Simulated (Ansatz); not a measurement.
# Stack of 1T-CoBrI under 1T-ZrSSe, upper layer turned by 180° in a perpendicular field, part 3 of 3

What dipole does a perpendicular field induce in the stack of 1T-CoBrI under 1T-ZrSSe, upper layer turned by 180°? A positive field points along +c.

Ansatz 0.2.0; plane-wave DFT, PBE-D3(BJ), Ansatz PAW.

So far. Step 6 (Atoms held, field 0.1 V/Å): The dipole is 0.0103 e·Å, 0.0688 e·Å from its value without field. Step 7 (Single point, field 0.2 V/Å): The dipole is 0.0782 e·Å, 0.137 e·Å from its value without field.

## 8. Atoms held, field 0.3 V/Å

The input, input.yaml:

```yaml
crystal:
  lattice:
    - [3.7027164792, 0.0, 0.0]
    - [-1.8513582396, 3.206646534, 0.0]
    - [0.0, 0.0, 26.9631579744]
  atoms:
    - { symbol: I, position: [0.6666666667, 0.3333333333, 0.3337887946], spin: -0.01 }
    - { symbol: Co, position: [0.0, 0.0, 0.388645387], spin: 0.92 }
    - { symbol: Br, position: [0.3333333333, 0.6666666667, 0.4378708024], spin: 0.03 }
    - { symbol: Se, position: [0.6666666667, 0.3333333333, 0.5532860993] }
    - { symbol: Zr, position: [0.3333333333, 0.6666666667, 0.6143071701] }
    - { symbol: S, position: [0.0, 0.0, 0.6662112054] }
magnetization:
  spin_polarized: true
kpoints:
  mp_grid: { grid: [18, 18, 1] }
  band_path:
    path: [[0, 0, 0], [0.5, 0, 0], [0.33333333, 0.33333333, 0], [0, 0, 0]]
    npoints: 16
hamiltonian:
  xc: pbe
  dispersion: d3bj
scf:
  occupations: { method: fermi_dirac, width: 0.02585 }
  convergence: { dr2_threshold: 1.0e-10 }
efield:
  axis: 3
  dipole_correction: true
  ramp_position: 0.951
  ramp_width: 0.0854
  amplitude: 0.3
output:
  dos: { projected: true, e_range: [-6, 5] }
  bader: true
  write_potential: true
  write_density: true
  volumetric_format: npy
  elf: true
```

On the command line:

```bash
> ansatz run input.yaml --threads 4 --pin off --max-ram 12288MiB --backend cpu --events-out ev --progress --plain --runs-dir out
```

Numbers of over 12 decimals in the logs are rounded to 6 here.

The log of the run:

```text
[...]
Crystal: 6 atoms, lattice volume = 320.142 Å³
Basis set: ecut = 420 eV, 6319 PW (Γ)
Bands: 46, of which v1, the nominal top of the filled ones, is band 38 counted from 1 (37 counted from 0)
Symmetry: 6 space group operations
k-points: 37 of 324 (time reversal used)
[...]
Starting moments: Σ|m| = 0.96 μB on 3 of 6 sites
[...]
--- Bader charges: 6 sites ---
  site symbol  charge [e]  shift [e]    m [muB]
     0      I     -0.1994     0.0050     0.0219
     1     Co      0.5700     0.0094     0.9270
     2     Br     -0.3761     0.0044     0.0434
     3     Se     -0.9358     0.0004     0.0019
     4     Zr      1.9865     0.0010     0.0042
     5      S     -1.0452     0.0006     0.0016
  estimated error of the sums over rays = 8.2e-4 e
[key lines of the parts left out:]
SCF converged after 18 iterations
Magnetization: 1.0000 μB (38.0000 up, 37.0000 down)
Free energy (F): -25983.615448 eV
Fermi energy:    1.165784 eV
Dipole field:    D = 0.082444 V/Å  (p = 0.145862 e·Å, saw-weighted, corrected)
```

The job ended after 52 s (4 threads of AMD EPYC 9R14 (Zen 4), shared host; peak memory 1.6 GiB; 3.4 min of CPU time).

The dipole is 0.146 e·Å, 0.204 e·Å from its value without field.

## 9. Response, atoms held

This step: plane-wave DFT, PBE-D3(BJ), Ansatz PAW; response to a field along the normal, atoms held (Ansatz 0.2.0).

The dipoles give the slope, and the difference of two potentials shows where the field is screened.

Numbers from this step:

```
equivalent conductor thickness p/(ε₀AE) : 10.53 Å
distance between the outer atoms        : 8.963 Å
```

The dipole of the cell by applied field:

```tsv
applied field (V/Å)	dipole of the cell (e·Å)
-0.050	-0.0934
0.000	-0.0585
0.050	-0.0240
0.100	0.0103
0.200	0.0782
0.300	0.146
```

The total moment stays at 1.000 μB for applied field from -0.05 to 0.3 V/Å.

Local field over the applied field, running mean. From the potentials at -0.05 and 0.05 V/Å; running mean over 2.5 Å. Table of local field over applied field by z:

z (Å), local field over applied field and a bar:
```
        5      0.992 ##############################
        6      0.944 ############################
        7      0.738 ######################
        8      0.396 ###########
        9      0.117 ###
       10      0.045 
       11      0.055 #
       12      0.103 ##
       13      0.170 ####
       14      0.145 ####
       15      0.058 #
       16      0.032 
       17      0.056 #
       18      0.201 #####
       19      0.532 ################
       20      0.854 ##########################
       21      0.980 #############################
       22      0.998 ##############################
```

Electrons, planar mean, per unit field. Table of induced electron density by z:

```tsv
z (Å)	induced electron density (e/Å³ per V/Å)
4.5	1.3e-5
5.0	3.8e-5
5.5	1.0e-4
6.0	2.8e-4
6.5	7.0e-4
7.0	0.00160
7.5	0.00297
8.0	0.00312
8.5	0.00118
9.0	9.7e-4
9.5	5.6e-5
10.0	-8.6e-4
10.5	5.1e-5
11.0	5.9e-4
11.5	-2.2e-4
12.0	-5.9e-4
12.5	-0.00102
13.0	-8.2e-4
13.5	3.8e-4
14.0	0.00134
14.5	8.3e-4
15.0	2.0e-4
15.5	4.1e-5
16.0	-5.4e-4
16.5	-4.0e-5
17.0	4.2e-4
17.5	-5.4e-4
18.0	-6.9e-4
18.5	-0.00287
19.0	-0.00356
19.5	-0.00196
20.0	-7.8e-4
20.5	-2.7e-4
21.0	-8.8e-5
21.5	-2.7e-5
22.0	-8.0e-6
22.5	-2.3e-6
```

By hand: between -0.05 and 0.05 V/Å the dipole changes by 0.06946 e·Å, a slope of 0.6946 e·Å²/V. A perfect conductor of thickness t has p = ε₀AEt, so t = 180.95 × 0.6946 / 11.873 = 10.59 Å (e/ε₀ = 180.95 V·Å, A in Å²).

The induced dipole is that of a conductor 10.53 Å thick.

## 10. A changed input

This step: plane-wave DFT, PBE-D3(BJ), Ansatz PAW (Ansatz 0.2.0).

A run with a changed input: it repeats the earlier run at 0.05 V/Å with scf.occupations.method from fermi_dirac to gaussian, scf.occupations.width from 0.02585 to 0.025, basis.ecutwfc to 14.7 Ry and scf.mixing.preconditioner to kerker_dos.

input.yaml, the sections that differ from step 8:

```yaml
scf:
  occupations: { method: gaussian, width: 0.025 }
  convergence: { dr2_threshold: 1.0e-10 }
  mixing: { preconditioner: kerker_dos }
efield:
  axis: 3
  dipole_correction: true
  ramp_position: 0.97
  ramp_width: 0.06
  amplitude: 0.05
output:
  write_potential: true
  write_density: true
  volumetric_format: npy
basis:
  ecutwfc: "14.7 Ry"
# crystal, magnetization, kpoints, hamiltonian: as in step 8
```

The log of the run:

```text
Warning: basis.ecutwfc = 200.003689 eV is below the records' recommended 420 eV, and the density's cutoff is lower with it unless basis.ecutrho_ratio is high enough to keep the records' density cutoff: compare with a run at a higher cutoff
Warning: basis.ecutrho_ratio 4 (ecutrho = 800.014756 eV, dense FFT grid 18×18×125): the grid does not resolve the core-correction charge of Br (measure 0.40 e/Å^2.5), Co (0.11), Se (0.10), Zr (0.08); warned from 0.08. The energy and each atom's force then go with where the atoms sit on the grid: [figures from the program's tests cut] If this deck is also warned that a cutoff or its ratio is below what is recommended, [...]
[...]
Crystal: 6 atoms, lattice volume = 320.142 Å³
Basis set: ecut = 200.003689 eV, 2085 PW (Γ)
Bands: 46, of which v1, the nominal top of the filled ones, is band 38 counted from 1 (37 counted from 0)
Symmetry: 6 space group operations
k-points: 37 of 324 (time reversal used)
[...]
Starting moments: Σ|m| = 0.96 μB on 3 of 6 sites
[...]
spin=Collinear: DOS-adaptive Kerker preconditioning applied to the charge; magnetization (m = ρ↑ − ρ↓) channel mixes plain (no charge-response kernel on spin).
SCF iter   1: F=—  HF=-25950.179775 eV  |F-HF|=—  |Δ(HF+E_count)|=         —  Δρ=4.64e-2 (↑3.75e-2 ↓4.64e-2)  dr2=3.89e1  dr2_m=9.37e-2  M=1.160 μB ∫|m|=1.283 μB  β_m=1.00  ethr=3.10e-3  p=0.041 e·Å  D=2.32e-2 V/Å  ΔV_dip=-0.63 eV  dr2_dipole=1.37e1  V_vac-E_F(+/−)=5.56/4.95 eV  ⟨swp⟩=9.6  Hψ=15030  notcnv=0
[...]
SCF iter  57: F=-25947.919537 eV  HF=-25947.919537 eV  |F-HF|=1.13e-10  |Δ(HF+E_count)|=  3.64e-12  Δρ=5.33e-8 (↑5.28e-8 ↓5.33e-8)  dr2=5.22e-11  dr2_m=3.90e-14  M=1.001 μB ∫|m|=1.247 μB  ethr=1.00e-12  p=-0.021 e·Å  D=-1.16e-2 V/Å  ΔV_dip=0.31 eV  dr2_dipole=8.32e-12  V_vac-E_F(+/−)=6.31/4.77 eV  ⟨swp⟩=11.4  Hψ=11567  notcnv=0
WARN: efield: at this solve's end the planar-averaged density reaches 2.90e-4 e/Å³ inside the ramp window [0.9329, 0.0671] (bound 1e-5 e/Å³), and -2.09e-4 e/Å³ on another of its planes; by the running means of the window's planes the mean density over a ramp is at most 7.71e-5 e/Å³, which is held to the bound (the quickstart, § The vacuum guard, A window that rings); the window's nearer edge stands 7.19 Å from this s [...]
SCF 1 converged in 57 iterations: F = -25947.919537 eV  dr2 = 5.22e-11
[...]
this state was not tested for a lower state beside it, because the mixer in use, unlike msr1, does not test its closes by its own steps (another_mixer; see scf.mixing.algorithm and scf.lower_state_search)
[...]
SCF converged after 57 iterations
Magnetization: 1.0011 μB (38.0005 up, 36.9995 down)
Absolute magnetization: 1.2435 μB (∫|ρ↑−ρ↓|, with the PAW one-centre terms)
[...]
Per-site moments (μB) at R_I (Å): [(-0.017650, 1.072325), (0.948480, 1.037967), (0.032497, 1.037967), (-0.000725296, 1.112765), (0.00205465, 1.053986), (0.000114916, 1.053986)]
Free energy (F): -25947.919537 eV
[...]
Internal energy: -25947.918190 eV  (E = F + TS)
E sigma→0 (E₀):  -25947.918864 eV
Entropy (-TS):   -0.001347 eV (-0.225 meV/atom)
Fermi energy:    0.663925 eV
Dipole field:    D = -0.011616 V/Å  (p = -0.020552 e·Å, saw-weighted, corrected)
Work function:   not extracted (applied field tilts the vacuum); planar V_es + V_field profile in the machine report
[...]
Vacuum region:   at the solve's end the planar-averaged density reaches 2.90e-4 e/Å³ inside the ramp window [0.9329, 0.0671] (bound 1e-5 e/Å³), and -2.09e-4 e/Å³ on another of its planes; by the running means of the window's planes the mean density over a ramp is at most 7.71e-5 e/Å³, which is held to the bound (the quickstart, § The vacuum guard, A window that rings)
[...]
--- Band table (eV; the first three rows and the last of 74) ---
  k-point 0 ↑: bands = [... 34 lower, -0.0706, 0.6400, 0.6400, 1.2714, 1.2714, 1.9057, 1.9057, 2.6849, ... 4 higher]
  k-point 1 ↑: bands = [... 34 lower, 0.0130, 0.3734, 0.5217, 1.1048, 1.2211, 1.9567, 2.0380, 2.7489, ... 4 higher]
  k-point 2 ↑: bands = [... 34 lower, -0.1790, 0.1365, 0.2763, 0.8032, 1.1901, 1.9775, 2.3375, 2.9305, ... 4 higher]
  k-point 36 ↓: bands = [... 34 lower, 0.0094, 0.1799, 0.2657, 1.3055, 1.7076, 2.6816, 3.1392, 3.3765, ... 4 higher]
```

Run time: 27 s. Hardware: 4 threads; peak memory 0.78 GiB.

```tsv
quantity	this run	earlier run	difference
dipole along the normal (e·Å)	-0.02055	-0.02397	0.0034
total moment (μB)	1.001	1.0000	0.0011
```

What moves beyond 0.01 in its unit (for the dipole 0.5 % and 5e-5 e·Å): dipole along the normal (+0.00342 e·Å).

With this change the program also warns of density in the ramp of the sawtooth; these numbers are not the system's.

## 11. Varying the input: scf.mixing.algorithm = "broyden" and scf.mixing.beta = 0.2

Another changed input: it repeats the earlier run at 0.05 V/Å with scf.mixing.algorithm to broyden and scf.mixing.beta to 0.2.

Edit input.yaml of step 10 so:

```diff
@@ -23,5 +23,5 @@
 scf:
-  occupations: { method: gaussian, width: 0.025 }
+  occupations: { method: fermi_dirac, width: 0.02585 }
   convergence: { dr2_threshold: 1.0e-10 }
-  mixing: { preconditioner: kerker_dos }
+  mixing: { algorithm: broyden, beta: 0.2 }
 efield:
@@ -36,3 +36 @@
   volumetric_format: npy
-basis:
-  ecutwfc: "14.7 Ry"
```

The log of the run:

```text
[...]
Crystal: 6 atoms, lattice volume = 320.142 Å³
Basis set: ecut = 420 eV, 6319 PW (Γ)
Bands: 46, of which v1, the nominal top of the filled ones, is band 38 counted from 1 (37 counted from 0)
Symmetry: 6 space group operations
k-points: 37 of 324 (time reversal used)
[...]
Starting moments: Σ|m| = 0.96 μB on 3 of 6 sites
[...]
SCF iter   1: F=—  HF=-25982.101438 eV  |F-HF|=—  |Δ(HF+E_count)|=         —  Δρ=1.42e-2 (↑1.42e-2 ↓1.40e-2)  dr2=1.42e1  dr2_m=4.77e-2  M=1.009 μB ∫|m|=1.070 μB  β_m=0.80  ethr=3.10e-3  p=0.037 e·Å  D=2.08e-2 V/Å  ΔV_dip=-0.56 eV  dr2_dipole=5.79e0  V_vac-E_F(+/−)=5.94/5.27 eV  ⟨swp⟩=11.5  Hψ=16724  notcnv=0  defer=1
[...]
SCF iter  22: F=-25983.600157 eV  HF=-25983.600157 eV  |F-HF|=2.69e-10  |Δ(HF+E_count)|=  9.46e-11  Δρ=3.42e-8 (↑3.24e-8 ↓3.42e-8)  dr2=9.87e-12  dr2_m=4.54e-13  M=1.000 μB ∫|m|=1.097 μB  ethr=1.00e-12  p=-0.024 e·Å  D=-1.35e-2 V/Å  ΔV_dip=0.37 eV  dr2_dipole=5.84e-13  V_vac-E_F(+/−)=5.67/4.07 eV  ⟨swp⟩=12.8  Hψ=12555  notcnv=0
SCF 1 converged in 22 iterations: F = -25983.600157 eV  dr2 = 9.87e-12
[...]
SCF converged after 22 iterations
Magnetization: 1.0000 μB (38.0000 up, 37.0000 down)
Absolute magnetization: 1.0973 μB (∫|ρ↑−ρ↓|, with the PAW one-centre terms)
[...]
Per-site moments (μB) at R_I (Å): [(-0.00801077, 1.072325), (0.924395, 1.037967), (0.026652, 1.037967), (-0.000594571, 1.112765), (0.00438177, 1.053986), (0.000931921, 1.053986)]
Free energy (F): -25983.600157 eV
[...]
Internal energy: -25983.592616 eV  (E = F + TS)
E sigma→0 (E₀):  -25983.596387 eV
Entropy (-TS):   -0.007541 eV (-1.257 meV/atom)
Fermi energy:    1.260086 eV
Dipole field:    D = -0.013550 V/Å  (p = -0.023972 e·Å, saw-weighted, corrected)
Work function:   not extracted (applied field tilts the vacuum); planar V_es + V_field profile in the machine report
[...]
--- Band table (eV; the first three rows and the last of 74) ---
  k-point 0 ↑: bands = [... 34 lower, 0.3013, 0.7899, 0.7899, 1.8405, 1.8405, 2.0604, 2.0604, 2.8244, ... 4 higher]
  k-point 1 ↑: bands = [... 34 lower, 0.3911, 0.5220, 0.6713, 1.6952, 1.8055, 2.1155, 2.1957, 2.8932, ... 4 higher]
  k-point 2 ↑: bands = [... 34 lower, 0.1623, 0.4231, 0.5106, 1.3713, 1.7164, 2.1264, 2.4915, 3.0717, ... 4 higher]
  k-point 36 ↓: bands = [... 34 lower, 0.5181, 0.7775, 0.8768, 2.0230, 2.4150, 2.8382, 3.3153, 3.5388, ... 4 higher]
```

Elapsed: 44 s, on 4 threads; peak memory 1.6 GiB.

Numbers from this step:

```yaml
energy_at_zero_smearing: -25983.5964 eV
total_moment: 1.0000 μB
site_moments: -0.008011, 0.9244, 0.02665, -5.95e-4, 0.004382, 9.32e-4 μB
dipole_along_the_normal: -0.02397 e·Å
```

Deep bands are left out, so band numbers here count from the lowest band kept and differ from the log's. The electronic bands at the labelled points (eV, zero at the Fermi level; # counts the bands kept):

```tsv
point	up #14	up #16	up #17	up #18	down #13	down #14	down #15	down #16
Γ	-0.47	0.58	0.58	0.80	-0.56	-0.47	-0.47	0.81
halfway	-0.93	-0.31	0.25	0.57	-0.88	-0.48	-0.33	0.55
M	-1.13	0.08	0.23	0.28	-0.96	-0.53	-0.51	0.18
halfway	-1.07	-0.25	0.09	0.92	-0.75	-0.52	-0.45	0.88
K	-0.96	-0.49	-0.03	1.57	-0.74	-0.48	-0.38	0.76
halfway	-0.92	-0.26	-0.11	1.11	-0.78	-0.46	-0.35	0.85
Γ	-0.47	0.58	0.58	0.80	-0.56	-0.47	-0.47	0.81
```

```tsv
quantity	this run	earlier run	difference
dipole along the normal (e·Å)	-0.02397	-0.02397	-2.7e-6
total moment (μB)	1.0000	1.0000	-6.0e-9
```

Nothing in the table moves by 0.01 in its unit (for the dipole 0.5 % and 5e-5 e·Å). The run took 22 SCF cycles against 16.

Of the bands kept, 2 cross the Fermi level on this path, both spins counted.

## 12. Results

```yaml
gap_without_field: none
work_function_upper_face: 5.31 eV
step_between_the_vacuum_levels: 0.892 eV
equivalent_conductor_thickness_atoms_held: 10.5 Å
```

The induced dipole equals that of a perfect conductor 10.53 Å thick, while the outer atoms lie 8.96 Å apart. The two faces differ: the vacuum level above lies 0.89 eV higher than the one below. There is no gap over 0.03 eV, with or without the field. For an open d or f shell that can be the fault of a semilocal functional without a Hubbard term. The magnetic order is the one reached from the typed start; other orders were not compared. Spin-orbit coupling is left out, which matters for the bands of elements this heavy.

[Logs are printed without paths, hosts, clocks, repeated set-up lines and the standing remarks that a program may print on its own settings, such as how far it seeks lower states.]

[Hosts, paths, dates, database ids (printed as entryN), source tags and the programs' standing remarks are cut or masked in the printed files.]

[Maps of the electrostatic potential energy from Ansatz leave out the sawtooth potential of an applied field or a dipole correction, so their vacuum need not be flat; planar profiles and work functions include it.]
